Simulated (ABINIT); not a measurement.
# BN (F-43m) in ABINIT: settings compared

One crystal, BN, is run at these levels: PBE, HSE06; tasks: single point.

Program: ABINIT 10.8.3 (patched build). These are calculated values, not measurements. Logs are shortened: lines on timing, memory, paths and dates and some standing lists are left out, and cuts for length are marked. The log counts tension as positive stress, the text compression.

**Measured values to compare with.**

From a printed reference work, monograph, for a bulk crystal of BN at 300 K: band gap 6.4 eV (indirect).

How close the calculation comes is told below.

## Step 1: Starting point

It takes space group F-43m (No. 216, cubic). Conventional cell: a = 3.626 Å, b = 3.626 Å, c = 3.626 Å, α = 90.00°, β = 90.00°, γ = 90.00°. N (site symmetry -43m) has 4 B at 1.57 Å as nearest neighbours. B (site symmetry -43m) has 4 N at 1.57 Å as nearest neighbours.

The cell is a database's computed one.

## Step 2: Single point, PBE

Contents of run.abi:

```
pp_dirpath "./"
pseudos "N.upf, B.upf"

acell 3*1.0 Angstrom
rprim
     0.0000000000     1.8130010000     1.8130010000
     1.8130010000     0.0000000000     1.8130010000
     1.8130010000     1.8130010000     0.0000000000
ntypat 2
znucl 7 5
natom 2
typat 1 2
xred
     0.2500000000     0.2500000000     0.2500000000
     0.0000000000     0.0000000000     0.0000000000

ecut 35.0

kptopt 1
ngkpt 8 8 8
nshiftk 1
shiftk 0.0 0.0 0.0

ixc 11

nband 6
occopt 1

nstep 100
tolvrs 1.0e-10
diemac 6.0

iomode 3
prtwf 0
prtden 0
prteig 0
prtebands 0
```

Potentials or basis: PseudoDojo NC SR PBE v0.4.1 standard.

Launch:

```bash
mpirun --bind-to none -np 8 abinit run.abi > log 2>&1
```

run.abo:

```text
.Version 10.8.3 of ABINIT
 Symmetries : space group F-4 3 m (#216); Bravais cF (face-center cubic)
================================================================================
 Values of the parameters that define the memory need of the present run
     intxc =       0    ionmov =       0      iscf =       7    lmnmax =       4
     lnmax =       4     mgfft =      27  mpssoang =       2    mqgrid =    3001
     natom =       2  nloc_mem =       1    nspden =       1   nspinor =       1
    nsppol =       1      nsym =      24    n1xccc =    2501    ntypat =       2
    occopt =       1   xclevel =       2
       mpw =         817          nfft =       19683          nkpt =          29
================================================================================
================================================================================

--------------------------------------------------------------------------------
------------- Echo of variables that govern the present computation ------------
--------------------------------------------------------------------------------
 -outvars: echo values of preprocessed input variables --------
            acell      1.8897261259E+00  1.8897261259E+00  1.8897261259E+00 Bohr
              amu      1.40067400E+01  1.08110000E+01
           diemac      6.00000000E+00
             ecut      3.50000000E+01 Hartree
              ixc          11
         kptrlatt        8    0    0      0    8    0      0    0    8
          kptrlen      3.87616179E+01
            natom           2
            nband           6
            ngfft          27      27      27
             nkpt          29
            nstep         100
             nsym          24
           ntypat           2
           prtden           0
        prtebands           0
           prteig           0
            prtwf           0
            rprim      0.0000000000E+00  1.8130010000E+00  1.8130010000E+00
                       1.8130010000E+00  0.0000000000E+00  1.8130010000E+00
                       1.8130010000E+00  1.8130010000E+00  0.0000000000E+00
          spgroup         216
           tolvrs      1.00000000E-10
            typat      1  2
           xangst      9.0650050000E-01  9.0650050000E-01  9.0650050000E-01
                       0.0000000000E+00  0.0000000000E+00  0.0000000000E+00
            xcart      1.7130376780E+00  1.7130376780E+00  1.7130376780E+00
                       0.0000000000E+00  0.0000000000E+00  0.0000000000E+00
             xred      2.5000000000E-01  2.5000000000E-01  2.5000000000E-01
                       0.0000000000E+00  0.0000000000E+00  0.0000000000E+00
            znucl        7.00000    5.00000

================================================================================

 chkinp: Checking input parameters for consistency.

================================================================================
== DATASET  1 ==================================================================

--- !DatasetInfo
iteration_state: {dtset: 1, }
dimensions: {natom: 2, nkpt: 29, mband: 6, nsppol: 1, nspinor: 1, nspden: 1, mpw: 817, }
cutoff_energies: {ecut:  35.0, pawecutdg:  -1.0, }
electrons: {nelect:   8.00000000E+00, charge:   0.00000000E+00, occopt:   1.00000000E+00, tsmear:   1.00000000E-02, }
meta: {optdriver: 0, ionmov: 0, optcell: 0, iscf: 7, paral_kgb: 0, }
...

 Exchange-correlation functional for the present dataset will be:
  GGA: Perdew-Burke-Ernzerhof functional - ixc=11
  J.P.Perdew, K.Burke, M.Ernzerhof, PRL 77, 3865 (1996)

 Real(R)+Recip(G) space primitive vectors, cartesian coordinates (Bohr,Bohr^-1):
 R(1)=  0.0000000  3.4260754  3.4260754  G(1)= -0.1459396  0.1459396  0.1459396
 R(2)=  3.4260754  0.0000000  3.4260754  G(2)=  0.1459396 -0.1459396  0.1459396
 R(3)=  3.4260754  3.4260754  0.0000000  G(3)=  0.1459396  0.1459396 -0.1459396
 Unit cell volume ucvol=  8.0430493E+01 bohr^3
 Angles (23,13,12)=  6.00000000E+01  6.00000000E+01  6.00000000E+01 degrees

 getcut: wavevector=  0.0000  0.0000  0.0000  ngfft=  27  27  27
         ecut(hartree)=     35.000   => boxcut(ratio)=   2.01792

--- Pseudopotential description ------------------------------------------------
- pspini: atom type   1  psp file is ./N.upf
12 -101130 1 -1 1058                          pspcod,pspxc,lmax,lloc,mmax
     nproj     2     2

- pspini: atom type   2  psp file is ./B.upf
12 -101130 1 -1 1534                          pspcod,pspxc,lmax,lloc,mmax
     nproj     2     2

   6.87857989E+01                                ecore*ucvol(ha*bohr**3)
--------------------------------------------------------------------------------

================================================================================

--- !BeginCycle
iteration_state: {dtset: 1, }
solver: {iscf: 7, nstep: 100, nline: 4, wfoptalg: 0, }
tolerances: {tolvrs: 1.00E-10, }
...

     iter   Etot(hartree)      deltaE(h)  residm     vres2
 ETOT  1  -13.362225900188    -1.336E+01 7.719E-02 9.925E+01
 ETOT  2  -13.371212701769    -8.987E-03 1.422E-02 8.512E+01
 ETOT  3  -13.402292506215    -3.108E-02 6.197E-03 2.485E-01
 ETOT  4  -13.402396280187    -1.038E-04 4.357E-03 3.690E-03
 ETOT  5  -13.402397250861    -9.707E-07 1.043E-03 2.299E-05
 ETOT  6  -13.402397254267    -3.406E-09 8.652E-04 2.141E-07
 ETOT  7  -13.402397254306    -3.890E-11 5.627E-04 1.806E-09
 ETOT  8  -13.402397254306    -4.565E-13 8.627E-04 1.877E-12

 At SCF step    8       vres2   =  1.88E-12 < tolvrs=  1.00E-10 =>converged.

 Cartesian components of stress tensor (hartree/bohr^3)
  sigma(1 1)=  6.66116793E-05  sigma(3 2)=  0.00000000E+00
  sigma(2 2)=  6.66116793E-05  sigma(3 1)=  0.00000000E+00
  sigma(3 3)=  6.66116793E-05  sigma(2 1)=  0.00000000E+00

--- !ResultsGS
iteration_state: {dtset: 1, }
comment   : Summary of ground state results
lattice_vectors:
- [  0.0000000,   3.4260754,   3.4260754, ]
- [  3.4260754,   0.0000000,   3.4260754, ]
- [  3.4260754,   3.4260754,   0.0000000, ]
lattice_lengths: [   4.84520,    4.84520,    4.84520, ]
lattice_angles: [ 60.000,  60.000,  60.000, ] # degrees, (23, 13, 12)
lattice_volume:   8.0430493E+01
convergence: {deltae: -4.565E-13, res2:  1.877E-12, residm:  8.627E-04, diffor: null, }
etotal    :  -1.34023973E+01
entropy   :   0.00000000E+00
fermie    :   2.97791016E-01
cartesian_stress_tensor: # hartree/bohr^3
- [  6.66116793E-05,   0.00000000E+00,   0.00000000E+00, ]
- [  0.00000000E+00,   6.66116793E-05,   0.00000000E+00, ]
- [  0.00000000E+00,   0.00000000E+00,   6.66116793E-05, ]
pressure_GPa:  -1.9598E+00
xred      :
- [  2.5000E-01,   2.5000E-01,   2.5000E-01,  N]
- [  0.0000E+00,   0.0000E+00,   0.0000E+00,  B]
cartesian_forces: # hartree/bohr
- [ -4.91204393E-30,  -4.91204393E-30,   1.47361318E-29, ]
- [  4.91204393E-30,   4.91204393E-30,  -1.47361318E-29, ]
force_length_stats: {min:   1.62914067E-29, max:   1.62914067E-29, mean:   1.62914067E-29, }
...

 Integrated electronic density in atomic spheres:
 ------------------------------------------------
 Atom  Sphere_radius  Integrated_density
    1        2.00000          5.73645822
    2        2.00000          3.29697573
================================================================================

 ----iterations are completed or convergence reached----

 Mean square residual over all n,k,spin=   91.724E-07; max=  86.271E-05
 reduced coordinates (array xred) for    2 atoms
       0.250000000000      0.250000000000      0.250000000000
       0.000000000000      0.000000000000      0.000000000000
 rms dE/dt=  4.7600E-29; max dE/dt=  6.7316E-29; dE/dt below (all hartree)
    1       0.000000000000      0.000000000000      0.000000000000
    2       0.000000000000      0.000000000000     -0.000000000000

 cartesian coordinates (angstrom) at end:
    1      0.90650050000000     0.90650050000000     0.90650050000000
    2      0.00000000000000     0.00000000000000     0.00000000000000

 cartesian forces (hartree/bohr) at end:
    1     -0.00000000000000    -0.00000000000000     0.00000000000000
    2      0.00000000000000     0.00000000000000    -0.00000000000000
 frms,max,avg= 9.4058480E-30 1.4736132E-29   0.000E+00  0.000E+00  0.000E+00 h/b

 cartesian forces (eV/Angstrom) at end:
    1     -0.00000000000000    -0.00000000000000     0.00000000000000
    2      0.00000000000000     0.00000000000000    -0.00000000000000
 frms,max,avg= 4.8366815E-28 7.5776236E-28   0.000E+00  0.000E+00  0.000E+00 e/A
 length scales=  1.889726125908  1.889726125908  1.889726125908 bohr
              =  1.000000000000  1.000000000000  1.000000000000 angstroms
 Fermi (or HOMO) energy (hartree) =   0.29779   Average Vxc (hartree)=  -0.47282
 Eigenvalues (hartree) for nkpt=  29  k points:
 kpt#   1, nband=  6, wtk=  0.00195, kpt=  0.0000  0.0000  0.0000 (reduced coord)
  -0.44120    0.29779    0.29779    0.29779    0.62237    0.62237
 prteigrs : prtvol=0 or 1, do not print more k-points.

--- !EnergyTerms
iteration_state     : {dtset: 1, }
comment             : Components of total free energy in Hartree
kinetic             :  9.38535837839396E+00
hartree             :  1.80037460090251E+00
xc                  : -4.36506679199390E+00
Ewald energy        : -1.31304313918359E+01
psp_core            :  8.55220410293565E-01
local_psp           : -6.88617839186694E+00
non_local_psp       : -1.06167406819975E+00
total_energy        : -1.34023972543065E+01
total_energy_eV     : -3.64697808309009E+02
band_energy         :  8.28399968810311E-02
...

 Cartesian components of stress tensor (hartree/bohr^3)
  sigma(1 1)=  6.66116793E-05  sigma(3 2)=  0.00000000E+00
  sigma(2 2)=  6.66116793E-05  sigma(3 1)=  0.00000000E+00
  sigma(3 3)=  6.66116793E-05  sigma(2 1)=  0.00000000E+00

-Cartesian components of stress tensor (GPa)         [Pressure= -1.9598E+00 GPa]
- sigma(1 1)=  1.95978327E+00  sigma(3 2)=  0.00000000E+00
- sigma(2 2)=  1.95978327E+00  sigma(3 1)=  0.00000000E+00
- sigma(3 3)=  1.95978327E+00  sigma(2 1)=  0.00000000E+00

== END DATASET(S) ==============================================================
================================================================================

 -outvars: echo values of variables after computation  --------
            acell      1.8897261259E+00  1.8897261259E+00  1.8897261259E+00 Bohr
           etotal     -1.3402397254E+01
            fcart     -4.9120439267E-30 -4.9120439267E-30  1.4736131780E-29
                       4.9120439267E-30  4.9120439267E-30 -1.4736131780E-29
            rprim      0.0000000000E+00  1.8130010000E+00  1.8130010000E+00
                       1.8130010000E+00  0.0000000000E+00  1.8130010000E+00
                       1.8130010000E+00  1.8130010000E+00  0.0000000000E+00
           strten      6.6611679266E-05  6.6611679266E-05  6.6611679266E-05
                       0.0000000000E+00  0.0000000000E+00  0.0000000000E+00
           xangst      9.0650050000E-01  9.0650050000E-01  9.0650050000E-01
                       0.0000000000E+00  0.0000000000E+00  0.0000000000E+00
             xred      2.5000000000E-01  2.5000000000E-01  2.5000000000E-01
                       0.0000000000E+00  0.0000000000E+00  0.0000000000E+00
 Calculation completed.
```

It took 1.5 s on 8 MPI ranks of Arm Neoverse V2, shared host; peak memory 0.48 GiB.

What came out:

```yaml
Free_energy: -364.6978 eV
Pressure: -2.0 GPa
Band_gap_on_the_k_mesh: 4.52 eV, indirect (least direct gap 8.83 eV)
All_electrons_inside_the_program's_atomic_spheres: N 5.74; B 3.30
```

Levels at points of the mesh, in eV from the valence-band top:
```
           k point  band 2  band 3  band 4  band 5  band 6
(0.00, 0.00, 0.00)    0.00    0.00    0.00    8.83    8.83
(0.50, 0.00, 0.00)  -10.60   -1.93   -1.93   10.09   10.73
(0.50, 0.50, 0.00)   -8.85   -4.86   -4.86    4.52    9.29
```

## Step 3: Single point, HSE06

Edit run.abi of step 2 so:

```diff
@@ -23,3 +23,3 @@
 
-ixc 11
+ixc -428
 
@@ -28,5 +28,5 @@
 
-nstep 100
-tolvrs 1.0e-10
+nstep 60
 diemac 6.0
+toldfe 1.0e-7
```

Potentials or basis: PseudoDojo NC SR PBE v0.4.1 standard.

Launch:

```bash
mpirun --bind-to none -np 8 abinit run.abi > log 2>&1
```

run.abo:

```text
.Version 10.8.3 of ABINIT
 Symmetries : space group F-4 3 m (#216); Bravais cF (face-center cubic)
================================================================================
 Values of the parameters that define the memory need of the present run
     intxc =       0    ionmov =       0      iscf =       7    lmnmax =       4
     lnmax =       4     mgfft =      27  mpssoang =       2    mqgrid =    3001
     natom =       2  nloc_mem =       1    nspden =       1   nspinor =       1
    nsppol =       1      nsym =      24    n1xccc =    2501    ntypat =       2
    occopt =       1   xclevel =       2
       mpw =         821          nfft =       19683          nkpt =          29
================================================================================
================================================================================

--------------------------------------------------------------------------------
------------- Echo of variables that govern the present computation ------------
--------------------------------------------------------------------------------
 -outvars: echo values of preprocessed input variables --------
            acell      1.8897261259E+00  1.8897261259E+00  1.8897261259E+00 Bohr
              amu      1.40067400E+01  1.08110000E+01
           diemac      6.00000000E+00
             ecut      3.50000000E+01 Hartree
              ixc        -428
                       outvar_i_n : Printing only first  50 k-points.
         kptrlatt        8    0    0      0    8    0      0    0    8
          kptrlen      3.87616179E+01
            natom           2
            nband           6
          nbandhf           4
            ngfft          27      27      27
             nkpt          29
           nkpthf         512
            nstep          60
             nsym          24
           ntypat           2
           prtden           0
        prtebands           0
           prteig           0
            prtwf           0
            rprim      0.0000000000E+00  1.8130010000E+00  1.8130010000E+00
                       1.8130010000E+00  0.0000000000E+00  1.8130010000E+00
                       1.8130010000E+00  1.8130010000E+00  0.0000000000E+00
          spgroup         216
           toldfe      1.00000000E-07 Hartree
            typat      1  2
          usefock           1
           xangst      9.0650050000E-01  9.0650050000E-01  9.0650050000E-01
[... 119 lines left out ...]

 cartesian coordinates (angstrom) at end:
    1      0.90650050000000     0.90650050000000     0.90650050000000
    2      0.00000000000000     0.00000000000000     0.00000000000000

 cartesian forces (hartree/bohr) at end:
    1      0.00000000000000     0.00000000000000     0.00000000000000
    2      0.00000000000000     0.00000000000000     0.00000000000000
 frms,max,avg= 0.0000000E+00 0.0000000E+00   0.000E+00  0.000E+00  0.000E+00 h/b

 cartesian forces (eV/Angstrom) at end:
    1      0.00000000000000     0.00000000000000     0.00000000000000
    2      0.00000000000000     0.00000000000000     0.00000000000000
 frms,max,avg= 0.0000000E+00 0.0000000E+00   0.000E+00  0.000E+00  0.000E+00 e/A
 length scales=  1.889726125908  1.889726125908  1.889726125908 bohr
              =  1.000000000000  1.000000000000  1.000000000000 angstroms
 Fermi (or HOMO) energy (hartree) =   0.26774   Average Vxc (hartree)=  -0.38462
 Eigenvalues (hartree) for nkpt=  29  k points:
 kpt#   1, nband=  6, wtk=  0.00195, kpt=  0.0000  0.0000  0.0000 (reduced coord)
  -0.54065    0.26774    0.26774    0.26774    0.65498    0.65498
 prteigrs : prtvol=0 or 1, do not print more k-points.

--- !EnergyTerms
iteration_state     : {dtset: 1, }
comment             : Components of total free energy in Hartree
kinetic             :  9.34288957375838E+00
hartree             :  1.80694029964121E+00
xc                  : -3.63816052977319E+00
Ewald energy        : -1.31304313918359E+01
psp_core            :  8.55220410293565E-01
local_psp           : -6.86839088722282E+00
non_local_psp+x     : -1.76813351489274E+00
total_energy        : -1.34000660400315E+01
...

--- !EnergyTermsDC
iteration_state     : {dtset: 1, }
comment             : '"Double-counting" decomposition of free energy'
band_energy         : -3.70448005611661E-01
Ewald energy        : -1.31304313918359E+01
psp_core            :  8.55220410293565E-01
xc_dc               : -7.54487567271597E-01
total_energy_dc     : -1.34001465544256E+01
...

 Cartesian components of stress tensor (hartree/bohr^3)
  sigma(1 1)=  3.06250112E-04  sigma(3 2)=  0.00000000E+00
  sigma(2 2)=  3.06250112E-04  sigma(3 1)=  0.00000000E+00
  sigma(3 3)=  3.06250112E-04  sigma(2 1)=  0.00000000E+00

-Cartesian components of stress tensor (GPa)         [Pressure= -9.0102E+00 GPa]
- sigma(1 1)=  9.01018938E+00  sigma(3 2)=  0.00000000E+00
- sigma(2 2)=  9.01018938E+00  sigma(3 1)=  0.00000000E+00
- sigma(3 3)=  9.01018938E+00  sigma(2 1)=  0.00000000E+00

== END DATASET(S) ==============================================================
================================================================================

 -outvars: echo values of variables after computation  --------
            acell      1.8897261259E+00  1.8897261259E+00  1.8897261259E+00 Bohr
           etotal     -1.3400066040E+01
            fcart      0.0000000000E+00  0.0000000000E+00  0.0000000000E+00
                       0.0000000000E+00  0.0000000000E+00  0.0000000000E+00
            rprim      0.0000000000E+00  1.8130010000E+00  1.8130010000E+00
                       1.8130010000E+00  0.0000000000E+00  1.8130010000E+00
                       1.8130010000E+00  1.8130010000E+00  0.0000000000E+00
           strten      3.0625011222E-04  3.0625011222E-04  3.0625011222E-04
                       0.0000000000E+00  0.0000000000E+00  0.0000000000E+00
           xangst      9.0650050000E-01  9.0650050000E-01  9.0650050000E-01
                       0.0000000000E+00  0.0000000000E+00  0.0000000000E+00
             xred      2.5000000000E-01  2.5000000000E-01  2.5000000000E-01
                       0.0000000000E+00  0.0000000000E+00  0.0000000000E+00
 Calculation completed.
```

It took 16 min on 8 MPI ranks of Arm Neoverse V2, shared host; peak memory 0.72 GiB.

What came out:

| Item | Value |
| --- | --- |
| Free energy | -364.6344 eV |
| Pressure | -9.0 GPa |
| Band gap on the k mesh | 5.90 eV, indirect (least direct gap 10.54 eV) |
| All electrons inside the program's atomic spheres | N 5.76; B 3.29 |

Caveat: Libxc's HSE differs a little from that of other programs; the potentials were made for another functional, which shifts forces and pressure.

## Step 4: How close it comes

Step 2. Against the measured gap of BN, 6.4 eV (indirect; 300 K; a printed reference work, monograph), the calculated 4.52 eV is off by -1.88 eV. The value is that of PBE on a finite k mesh, which can miss the band edges, without temperature or zero-point motion. Semilocal functionals fall short of measured gaps as a rule. The cell is a database's relaxed one, not the measured one, which moves gaps too.

Step 3. Against the measured gap of BN, 6.4 eV (indirect; 300 K; a printed reference work, monograph), the calculated 5.90 eV is off by -0.50 eV. The value is that of HSE06 on a finite k mesh, which can miss the band edges, without temperature or zero-point motion. The cell is a database's relaxed one, not the measured one, which moves gaps too.
